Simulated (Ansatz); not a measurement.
The system is Al2O3 (Corundum).

```
Al O
1.0
     2.38025    1.37424    4.33187
    -2.38025    1.37424    4.33187
     0.00000   -2.74848    4.33187
Al O
4 6
Direct
  0.85216 0.85216 0.85216
  0.64784 0.64784 0.64784
  0.14784 0.14784 0.14784
  0.35216 0.35216 0.35216
  0.05668 0.75000 0.44332
  0.75000 0.44332 0.05668
  0.44332 0.05668 0.75000
  0.94332 0.25000 0.55668
  0.25000 0.55668 0.94332
  0.55668 0.94332 0.25000
```

Base run:

| Item | Value |
| --- | --- |
| Program | Ansatz 0.2.0 |
| Functional | LDA |
| Potentials or basis | Ansatz PAW |
| Cutoff | 420 eV |
| Density cutoff | 1680 eV |
| k mesh | 7 × 7 × 7 |
| Occupations | fermi-dirac, width 0.05 eV |
| Spin | no spin polarisation |

Its results: band gap on the k mesh 6.16 eV, direct; pressure -5.3 GPa; largest force 0.112 eV/Å.

Q: The run is repeated on the same cell with these changes: functional from LDA to RPBE. What comes out?

A: Band gap on the k mesh 6.31 eV, direct; pressure 12.6 GPa; largest force 0.044 eV/Å.

RPBE binds less tightly than LDA, so the same cell stands under more pressure.

Caveats: the PAW data sets come from PBE, with cores solved anew for the run's functional, which leaves a small shift of forces and pressure; the potentials were made for another functional, which shifts forces and pressure (some runs).

Not every run made on this cell is shown here.
